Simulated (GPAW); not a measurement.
A run of GPAW 26.7.0:

File run.py:

```python
from ase.dft.bandgap import bandgap
from ase.io import read, write
from ase.units import GPa
from gpaw import GPAW, PW

atoms = read('POSCAR')

calc = GPAW(mode=PW(600),
            xc='PBE',
            kpts={'size': (9, 9, 5), 'gamma': True},
            occupations={'name': 'methfessel-paxton', 'order': 0, 'width': 0.022},
            nbands=26,
            convergence={'density': 1e-05, 'energy': 1e-05},
            maxiter=150,
            txt='gpaw.txt')
atoms.calc = calc
energy = atoms.get_potential_energy()
forces = atoms.get_forces()
stress = atoms.get_stress()
calc.write('gs.gpw')
write('result.traj', atoms)
print(f'Energy: {energy:.6f} eV')
print('Forces (eV/A):')
print(forces.round(4))
print('Stress (GPa):', (stress / GPa).round(3))
print('Fermi level:', round(calc.get_fermi_level(), 4), 'eV')
print(f'Gap: {bandgap(calc)[0]:.4f} eV, direct: {bandgap(calc, direct=True)[0]:.4f} eV')
```

POSCAR

```
PtS2
1.0
    3.5432000000      0.0000000000      0.0000000000
   -1.7716000000      3.0685012107      0.0000000000
    0.0000000000      0.0000000000      5.0388000000
Pt S
1 2
Direct
    0.0000000000      0.0000000000      0.0000000000
    0.6666666667      0.3333333333      0.7730000000
    0.3333333333      0.6666666667      0.2270000000
```

Potentials or basis: GPAW PAW data sets (gpaw-data 1.2.1), pw.

Launch:

```sh
$ OMP_NUM_THREADS=1 python run.py
```

Hardware: 1 thread of Arm Neoverse V1, with other jobs on the host.

Problem. How long does it take, and how much memory?

Solution. Run time: 47 s on 1 thread of Arm Neoverse V1, on a shared host, peak memory 0.22 GiB. Counts: scf iterations 10, plane waves 1863, bands 26, k points 50.
